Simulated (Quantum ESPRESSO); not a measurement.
Os:

```
CELL_PARAMETERS angstrom
2.73410 0.00000 0.00000
-1.36705 2.36780 0.00000
0.00000 0.00000 4.31970
ATOMIC_POSITIONS crystal
Os 0.66667 0.33333 0.75000
Os 0.33333 0.66667 0.25000
```

Base run:

| Item | Value |
| --- | --- |
| Program | Quantum ESPRESSO 7.5 |
| Functional | N12 |
| Potentials or basis | PseudoDojo 0.4.1 SR PBE standard |
| Cutoff | 1007 eV |
| Density cutoff | 4027 eV |
| k mesh | 11 × 11 × 6 |
| Occupations | fermi-dirac, width 0.05 eV |
| Spin | no spin polarisation |

Its results: band gap on the k mesh none (metal or under the smearing width); pressure 2.5 GPa.

Problem. The run is repeated on the same cell with these changes: functional from N12 to PBE. What comes out?

Solution. Band gap on the k mesh none (metal or under the smearing width); pressure 8.2 GPa.

Caveats: the potentials were made for another functional, which shifts forces and pressure (some runs).

Not every run made on this cell is shown here.
